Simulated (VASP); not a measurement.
# AlP (F-43m) in VASP: single point with PBE

Aim: the single point of AlP with PBE.

Everything below comes from runs of VASP 6.6.1. Logs are shortened: lines on timing, memory, paths and dates and some standing lists are left out, and cuts for length are marked.

**The experiment to reproduce.**

A printed reference work, data compilation reports, for a bulk crystal of AlP at 4.2 K: band gap 2.505 eV (indirect).

How close the calculation comes is told below.

## (1) The cell of the first run

It takes space group F-43m (No. 216, cubic). Conventional cell: a = 5.451 Å, b = 5.451 Å, c = 5.451 Å, α = 90.00°, β = 90.00°, γ = 90.00°. Within 3.1 Å of Al (site symmetry -43m) lie 4 P at 2.36 Å. P (site symmetry -43m) has 4 Al at 2.36 Å within 3.1 Å.

## (2) Single point, PBE

File INCAR:

```
SYSTEM = AlP
ALGO = Normal ; EDIFF = 1E-6
ENCUT = 500 ; GGA = PE
GGA_COMPAT = .False. ; ISIF = 2
ISMEAR = 0 ; LASPH = .True.
LCHARG = .False. ; LREAL = .False.
LWAVE = .False. ; NBANDS = 11
NELM = 120 ; PREC = Accurate
SIGMA = 0.01
```

File KPOINTS:

```
k-points
0
Gamma
  6 6 6
  0 0 0
```

File POSCAR:

```
AlP
1.0
    3.8544390000      0.0000000000      0.0000000000
    1.9272195000      3.3380420913      0.0000000000
    1.9272195000      1.1126806971      3.1471362649
Al P
1 1
Direct
    0.0000000000      0.0000000000      0.0000000000
    0.2500000000      0.2500000000      0.2500000000
```

Potentials or basis: VASP PAW PBE potentials, release 64 (Al, P).

On the command line:

```console
cat potpaw_PBE.64/Al/POTCAR potpaw_PBE.64/P/POTCAR > POTCAR
mpirun -np 1 vasp_std > vasp.out
```

OUTCAR:

```text
SYSTEM = AlP
   EDIFF = 1E-6
   ENCUT = 500
   GGA = PE
   ISIF = 2
   ISMEAR = 0
   LASPH = .True.
   LREAL = .False.
   NELM = 120
   PREC = Accurate

 ion  position               nearest neighbor table
   1  0.000  0.000  0.000-   2 2.36   2 2.36   2 2.36   2 2.36
   2  0.250  0.250  0.250-   1 2.36   1 2.36   1 2.36   1 2.36

  LATTYP: Found a face centered cubic cell.
 ALAT       =     5.4509999091

  Lattice vectors:

 A1 = (   3.8544390000,   0.0000000000,   0.0000000000)
 A2 = (   1.9272195000,   3.3380420913,   0.0000000000)
 A3 = (   1.9272195000,   1.1126806971,   3.1471362649)

Analysis of symmetry for initial positions (statically):
=====================================================================
 Subroutine PRICEL returns:
 Original cell was already a primitive cell.

 Routine SETGRP: Setting up the symmetry group for a
 face centered cubic supercell.

 Subroutine GETGRP returns: Found 24 space group operations
 (whereof 24 operations were pure point group operations)
 out of a pool of 48 trial point group operations.

The static configuration has the point symmetry T_d .

Analysis of symmetry for dynamics (positions and initial velocities):
=====================================================================
 Subroutine PRICEL returns:
 Original cell was already a primitive cell.

 Routine SETGRP: Setting up the symmetry group for a
 face centered cubic supercell.

 Subroutine GETGRP returns: Found 24 space group operations
 (whereof 24 operations were pure point group operations)
 out of a pool of 48 trial point group operations.

The dynamic configuration has the point symmetry T_d .

 Subroutine INISYM returns: Found 24 space group operations
 (whereof 24 operations are pure point group operations),
 and found     1 'primitive' translations

----------------------------------------------------------------------------------------

                                     Primitive cell

  volume of cell :      40.4919

  direct lattice vectors                    reciprocal lattice vectors
     3.854439000  0.000000000  0.000000000     0.259441127 -0.149788405 -0.105916397
     1.927219500  3.338042091  0.000000000     0.000000000  0.299576810 -0.105916397
     1.927219500  1.112680697  3.147136265     0.000000000  0.000000000  0.317749190

  length of vectors
     3.854439000  3.854439000  3.854439000     0.317749190  0.317749190  0.317749190

  position of ions in fractional coordinates (direct lattice)
     0.000000000  0.000000000  0.000000000
     0.250000000  0.250000000  0.250000000

  ion indices of the primitive-cell ions
   primitive index   ion index
                 1           1
                 2           2

----------------------------------------------------------------------------------------

 KPOINTS: k-points

Automatic generation of k-mesh.
 Grid dimensions read from file:
 generate k-points for:    6    6    6

 Generating k-lattice:

  Cartesian coordinates                     Fractional coordinates (reciprocal lattice)
     0.043240188 -0.024964734 -0.017652733     0.166666667  0.000000000  0.000000000
     0.000000000  0.049929468 -0.017652733     0.000000000  0.166666667  0.000000000
     0.000000000  0.000000000  0.052958198     0.000000000  0.000000000  0.166666667

  Length of vectors
     0.052958198  0.052958198  0.052958198

  Shift w.r.t. Gamma in fractional coordinates (k-lattice)
     0.000000000  0.000000000  0.000000000

 Subroutine IBZKPT returns following result:
 ===========================================

 Found     16 irreducible k-points:

 Following reciprocal coordinates:
            Coordinates               Weight
  0.000000  0.000000  0.000000      1.000000
  0.166667 -0.000000 -0.000000      8.000000
  0.333333  0.000000  0.000000      8.000000
  0.500000  0.000000 -0.000000      4.000000
  0.166667  0.166667 -0.000000      6.000000
  0.333333  0.166667  0.000000     24.000000
[... 8 lines left out ...]
 -0.333333  0.333333  0.166667     24.000000
 -0.333333  0.500000  0.166667     12.000000
   k-points           NKPTS =     16   k-points in BZ     NKDIM =     16   number of bands    NBANDS=     11
   number of dos      NEDOS =    301   number of ions     NIONS =      2
   total plane-waves  NPLWV =  21952
   dimension x,y,z NGX =    28 NGY =   28 NGZ =   28
   dimension x,y,z NGXF=    56 NGYF=   56 NGZF=   56
   ions per type =               1   1
   NGX,Y,Z   is equivalent  to a cutoff of  12.08, 12.08, 12.08 a.u.
   NGXF,Y,Z  is equivalent  to a cutoff of  24.15, 24.15, 24.15 a.u.
 SYSTEM =  AlP
   PREC   = accura    normal or accurate (medium, high low for compatibility)
   ISTART =      0    job   : 0-new  1-cont  2-samecut
   ICHARG =      2    charge: 1-file 2-atom 10-const
   ISPIN  =      1    spin polarized calculation?
   LNONCOLLINEAR =      F non collinear calculations
   LSORBIT =      F    spin-orbit coupling
   LASPH  =      T    aspherical Exc in radial PAW
   ENCUT  =  500.0 eV  36.75 Ry    6.06 a.u.   7.03  7.03  7.03*2*pi/ulx,y,z
   NELM   =    120;   NELMIN=  2; NELMDL= -5     # of ELM steps
   EDIFF  = 0.1E-05   stopping-criterion for ELM
   LREAL  =      F    real-space projection
   EDIFFG = 0.1E-04   stopping-criterion for IOM
   NSW    =      0    number of steps for IOM
   IBRION =     -1    ionic relax: 0-MD 1-quasi-New 2-CG
   NFREE  =      0    steps in history (QN), initial steepest desc. (CG)
   ISIF   =      2    stress and relaxation
   ISYM   =      2    0-nonsym 1-usesym 2-fastsym
   POTIM  = 0.5000    time-step for ionic-motion
   TEBEG  =    0.0;   TEEND  =   0.0 temperature during run
   PSTRESS=    0.0 pullay stress
   NELECT =       8.0000    total number of electrons
   NUPDOWN=      -1.0000    fix difference up-down
   EMIN   =  10.00;   EMAX   =-10.00  energy-range for DOS
   EFERMI =   0.00;   METHOD = LEGACY
   ISMEAR =     0;   SIGMA  =   0.01  broadening in eV -4-tet -1-fermi 0-gaus
   EFERMI_NEDOS =   21; number of points for ismear=-14 and -15
   IALGO  =     38    algorithm
   IMIX   =      4    mixing-type and parameters
     AMIX     =   0.40;   BMIX     =  1.00
     AMIX_MAG =   1.60;   BMIX_MAG =  1.00
  volume/ion in A,a.u.               =      20.25       136.63
  Fermi-wavevector in a.u.,A,eV,Ry     =   0.953488  1.801831 12.369597  0.909140
  Thomas-Fermi vector in A             =   2.082148
   LORBIT       =      0    0 simple, 1 ext, 2 COOP (PROOUT), +10 PAW based schemes
   GGA     = PE    functional components
   LHFCALC =     F    Hartree Fock is set to
   AEXX    =    0.0000 exact exchange contribution
   IVDW    =     0    specifies the selected vdW correction
   LEPSILON=     F    determine dielectric tensor
   LRPA    =     F    only Hartree local field effects (RPA)
 non-spin polarized calculation
 Gauss-broadening in eV      SIGMA  =   0.01
  energy-cutoff  :      500.00
  volume of cell :       40.49
 maximum number of plane-waves:      1056
   NGX = 13   NGY = 13   NGZ = 13

 number of electron       8.0000000 magnetization

 Free energy of the ion-electron system (eV)
  ---------------------------------------------------
  ext. energy  EPLUGINS =         0.00000000
  ---------------------------------------------------
  free energy    TOTEN  =       -10.35906952 eV

  energy without entropy =      -10.35906952  energy(sigma->0) =      -10.35906952

 E-fermi :   4.7547     XC(G=0):  -9.2262

 val. band max:        4.6303401838   @ k =   0.0000   0.0000   0.0000
 cond. band min:       6.1969739062   @ k =   0.5000   0.5000  -0.0000
 fundamental gap:      1.5666337225
 Fermi energy:         4.7546715477

 k-point     1 :       0.0000    0.0000    0.0000
  band No.  band energies     occupation
      1      -6.9041      2.00000
      2       4.6303      2.00000
      3       4.6303      2.00000
      4       4.6303      2.00000
      5       7.9780      0.00000
      6       9.1960      0.00000
      7       9.1960      0.00000
      8       9.1960      0.00000
      9      13.4683      0.00000
     10      13.4683      0.00000
     11      14.9538      0.00000

 k-point     2 :       0.1667   -0.0000   -0.0000
  band No.  band energies     occupation
      1      -6.5992      2.00000
      2       2.7554      2.00000
      3       4.3867      2.00000
      4       4.3867      2.00000
      5       8.2808      0.00000
      6       9.6324      0.00000
      7       9.6324      0.00000
      8      10.3212      0.00000
      9      12.8262      0.00000
     10      12.8262      0.00000
     11      15.5134      0.00000

 k-point     3 :       0.3333    0.0000    0.0000
  band No.  band energies     occupation
      1      -5.8044      2.00000
      2       0.2786      2.00000
      3       4.0139      2.00000
      4       4.0139      2.00000
      5       7.7017      0.00000
      6       9.6799      0.00000
      7       9.6799      0.00000
      8      12.5920      0.00000
      9      13.7688      0.00000
     10      13.7688      0.00000
     11      14.9910      0.00000

 k-point     4 :       0.5000    0.0000   -0.0000
  band No.  band energies     occupation
      1      -5.2121      2.00000
      2      -0.9210      2.00000
      3       3.8637      2.00000
      4       3.8637      2.00000
      5       7.4624      0.00000
      6       9.4485      0.00000
      7       9.4485      0.00000
      8      12.9170      0.00000
      9      16.1763      0.00000
     10      16.1763      0.00000
     11      16.5195      0.00000
[... 127 lines left out ...]
 k-point    14 :       0.5000    0.3333    0.1667
  band No.  band energies     occupation
      1      -5.1744      2.00000
      2       0.1963      2.00000
      3       1.9422      2.00000
      4       3.0317      2.00000
      5       8.4876      0.00000
      6       9.4745      0.00000
      7      10.1489      0.00000
      8      12.8750      0.00000
      9      14.0091      0.00000
     10      16.1570      0.00000
     11      18.0535      0.00000

 k-point    15 :      -0.3333    0.3333    0.1667
  band No.  band energies     occupation
      1      -4.7094      2.00000
      2      -0.3762      2.00000
      3       1.4869      2.00000
      4       2.6376      2.00000
      5       8.6815      0.00000
      6       9.6154      0.00000
      7      11.5386      0.00000
      8      12.3001      0.00000
      9      13.5452      0.00000
     10      16.6006      0.00000
     11      17.5907      0.00000

 k-point    16 :      -0.3333    0.5000    0.1667
  band No.  band energies     occupation
      1      -4.5059      2.00000
      2      -0.4267      2.00000
      3       1.7060      2.00000
      4       1.9487      2.00000
      5       7.9449      0.00000
      6       8.9488      0.00000
      7      12.3067      0.00000
      8      12.6566      0.00000
      9      15.9244      0.00000
     10      16.6127      0.00000
     11      17.9516      0.00000

------------------------ aborting loop because EDIFF is reached ----------------------------------------

  FORCE on cell =-STRESS in cart. coord.  units (eV):
  Direction    XX          YY          ZZ          XY          YZ          ZX
  --------------------------------------------------------------------------------------
  -------------------------------------------------------------------------------------
  Total        0.6777969      0.6777969      0.6777969     -0.0000000     -0.0000000     -0.0000000
  in kB       26.8189418     26.8189418     26.8189418     -0.0000000     -0.0000000     -0.0000000
  external PRESSURE =      26.8189418 kB  Pullay stress =       0.0000000 kB

 VOLUME and BASIS-vectors are now :
 -----------------------------------------------------------------------------
  energy-cutoff  :      500.00
  volume of cell :       40.49
      direct lattice vectors                 reciprocal lattice vectors
     3.854439000  0.000000000  0.000000000     0.259441127 -0.149788405 -0.105916397
     1.927219500  3.338042091  0.000000000     0.000000000  0.299576810 -0.105916397
     1.927219500  1.112680697  3.147136265     0.000000000  0.000000000  0.317749190

 POSITION                                       TOTAL-FORCE (eV/Angst)
 -----------------------------------------------------------------------------------
      0.00000      0.00000      0.00000         0.000000      0.000000      0.000000
      1.92722      1.11268      0.78678        -0.000000     -0.000000     -0.000000
 -----------------------------------------------------------------------------------
    total drift:                               -0.000000     -0.000000     -0.000000

  FREE ENERGIE OF THE ION-ELECTRON SYSTEM (eV)
  ---------------------------------------------------
  free  energy   TOTEN  =       -10.3590695231 eV

  energy  without entropy=      -10.3590695231  energy(sigma->0) =      -10.35906952
```

Wall time 12 s (1 thread of Intel Xeon 8259CL, shared host); peak memory 0.15 GiB.

Results:

```yaml
Free_energy: -10.3591 eV
Pressure: 2.7 GPa
Band_gap_on_the_k_mesh: 1.57 eV, indirect (least direct gap 3.35 eV)
```

## (3) How close it comes

Step 2. Against the measured gap of AlP, 2.505 eV (indirect; 4.2 K; a printed reference work, data compilation), the calculated 1.57 eV is off by -0.94 eV. The value is that of PBE on a finite k mesh, which can miss the band edges, without temperature or zero-point motion. Semilocal functionals fall short of measured gaps as a rule.
